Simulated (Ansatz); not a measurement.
## TaN under strain: ¹⁸¹Ta nuclear quadrupole resonance

Cell: a COD entry, relaxed with PBE at fixed cell and then changed (z compressed by 3 %, ions relaxed).

```yaml
crystal:
  lattice:
    - [2.93800, 0.00000, 0.00000]
    - [-1.46900, 2.54438, 0.00000]
    - [0.00000, 0.00000, 2.79651]
  atoms:
    - { symbol: Ta, position: [0.33333, 0.66667, 0.50000] }
    - { symbol: N, position: [0.00000, 0.00000, 0.00000] }
```

Atom numbers follow the list; atoms alike are taken as one site, whose name carries the number of the first.

Level of theory: DFT, PBE, plane waves and PAW, scalar-relativistic, collinear spin, 420 eV cutoff, Γ-centred 18×18×16 k-points, Fermi–Dirac smearing 0.05 eV (Ansatz 0.2.0). Start moments as typed (μB): 2 on each Ta, none on the rest.

¹⁸¹Ta: I = 7/2, Q = 3170 mb (year-2017 value). Static lattice, zero field.

(1) At which frequencies do the ¹⁸¹Ta NQR lines lie?

## Answers

(1) For I = 7/2 and η = 0 the lines are |C_Q|/14 times 1, 2 and 3; η shifts the lowest up most.

| site | atoms | V_zz (10²¹ V/m²) | C_Q (MHz) | η | line frequencies (MHz) |
| --- | --- | --- | --- | --- | --- |
| Ta | 1 | 2.60 | 199 | 0.00 | 14.2, 28.4, 42.7 |

An axis of threefold or higher order runs through Ta, so V_zz lies along it and η is zero.

With no gap above 0.1 eV, as in a metal, the gradients converge slowly in k; expect changes of a tenth or more on a denser mesh. Without spin–orbit coupling the gradients at and beside Ta can be off by some per cent, at some sites by more. With these PAW files V_zz is typically within 2 to 3 % of all-electron values, but misses above 10 % occur on Ta. At this changed cell the PBE pressure is 17 GPa. The start moments die out, and the run ends without spin.

The relaxation (1 step) took 23 s of wall time (23 s of CPU time) and 0.6 GiB at its peak, on 1 thread of Intel Xeon 6975P-C (Granite Rapids) (x86_64; 16 cores open to the job, memory cap 3.0 GiB, no GPU), a shared host with a load of 1.5 a core.
